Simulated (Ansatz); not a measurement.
# Ga3P3H10: the cost of one run

Method: DFT PBE, scalar-relativistic, plane waves, PAW, in Ansatz 0.2.0.

1 further run of the same task is left out (set aside as unsound or not needed).

**1. The structure to begin with**

It takes space group F-43m (No. 216, cubic). The conventional cell has a = 5.505 Å, b = 5.505 Å, c = 5.505 Å, α = 90.00°, β = 90.00°, γ = 90.00°. Ga (site symmetry -43m) has 4 P at 2.38 Å in its first shell of neighbours. P (site symmetry -43m) is surrounded by 4 Ga at 2.38 Å.

As a file:

```
CELL_PARAMETERS angstrom
0.00000 2.75254 2.75254
2.75254 0.00000 2.75254
2.75254 2.75254 0.00000
ATOMIC_POSITIONS crystal
Ga 0.00000 0.00000 0.00000
P 0.25000 0.25000 0.25000
```

This cell was relaxed beforehand with the same method: volume 20.85 Å³/atom, gap on the mesh 1.58 eV.

**2. Building the cluster of 12 host atoms with H caps, cut as a cube about point 0.22 0.01 0.23**

The cluster is cut from the relaxed crystal and set in a periodic box with vacuum round it. Its excess energy counts from the bulk, -2269.7787 eV an atom. Each H cap counts from half an H2 molecule (-15.872 eV in a separate run).

The cell holds 6 Ga, 6 P, 20 H: a = 16.100 Å, b = 15.100 Å, c = 15.200 Å, α = 90.00°, β = 90.00°, γ = 90.00°.

**3. Relaxation**

Contents of input.yaml:

```yaml
crystal:
  lattice:
    - [16.1, 0.0, 0.0]
    - [0.0, 15.1, 0.0]
    - [0.0, 0.0, 15.2]
  atoms:
    - { symbol: Ga, position: [0.459948265, 0.5, 0.4094560259] }
    - { symbol: P, position: [0.5454307747, 0.591143603, 0.3189120518] }
    - { symbol: P, position: [0.5454307747, 0.591143603, 0.6810879482] }
    - { symbol: Ga, position: [0.459948265, 0.3177127939, 0.5905439741] }
    - { symbol: Ga, position: [0.459948265, 0.6822872061, 0.5905439741] }
    - { symbol: P, position: [0.5454307747, 0.408856397, 0.5] }
    - { symbol: Ga, position: [0.2889832457, 0.5, 0.5905439741] }
    - { symbol: Ga, position: [0.6309132844, 0.5, 0.5905439741] }
    - { symbol: P, position: [0.3744657554, 0.591143603, 0.5] }
    - { symbol: P, position: [0.7163957941, 0.591143603, 0.5] }
    - { symbol: Ga, position: [0.6309132844, 0.6822872061, 0.4094560259] }
    - { symbol: P, position: [0.3744657554, 0.408856397, 0.6810879482] }
    - { symbol: H, position: [0.4036476487, 0.4399708661, 0.3498218205] }
    - { symbol: H, position: [0.4945091982, 0.6454374694, 0.264975382] }
    - { symbol: H, position: [0.5963523513, 0.5368497367, 0.264975382] }
    - { symbol: H, position: [0.4945091982, 0.5368497367, 0.735024618] }
    - { symbol: H, position: [0.5963523513, 0.6454374694, 0.735024618] }
    - { symbol: H, position: [0.5162488814, 0.25768366, 0.6501781795] }
    - { symbol: H, position: [0.4036476487, 0.25768366, 0.5309097686] }
    - { symbol: H, position: [0.5162488814, 0.74231634, 0.5309097686] }
    - { symbol: H, position: [0.4036476487, 0.74231634, 0.6501781795] }
    - { symbol: H, position: [0.5963523513, 0.3545625306, 0.4460633301] }
    - { symbol: H, position: [0.2326826294, 0.5600291339, 0.6501781795] }
    - { symbol: H, position: [0.2326826294, 0.4399708661, 0.5309097686] }
    - { symbol: H, position: [0.6872139007, 0.4399708661, 0.6501781795] }
    - { symbol: H, position: [0.3235441788, 0.6454374694, 0.4460633301] }
    - { symbol: H, position: [0.7673173706, 0.5368497367, 0.4460633301] }
    - { symbol: H, position: [0.7673173706, 0.6454374694, 0.5539366699] }
    - { symbol: H, position: [0.5746126681, 0.74231634, 0.4690902314] }
    - { symbol: H, position: [0.6872139007, 0.74231634, 0.3498218205] }
    - { symbol: H, position: [0.4253873319, 0.4631502633, 0.735024618] }
    - { symbol: H, position: [0.3235441788, 0.3545625306, 0.735024618] }
basis:
  ecutwfc: 420
kpoints:
  mp_grid: { grid: [1, 1, 1] }
hamiltonian:
  xc: pbe
scf:
  occupations: { method: gaussian, width: 0.05 }
output:
  forces: true
  eigenvalues: true
  populations: true
  write_density: true
  write_potential: true
  elf: true
  volumetric_format: npy
relax:
  adjacent_minimum: "off"
  f_tol: 0.03
  max_steps: 40
```

Run with:

```sh
$ ansatz run input.yaml --threads 4 --pin off --max-ram 11264MiB --backend cpu --events-out ev --progress --plain --runs-dir out
```

What time and memory should one allow on 4 threads of Arm Neoverse V2, shared host?

About 3.5 min, with a peak of 2.1 GiB.
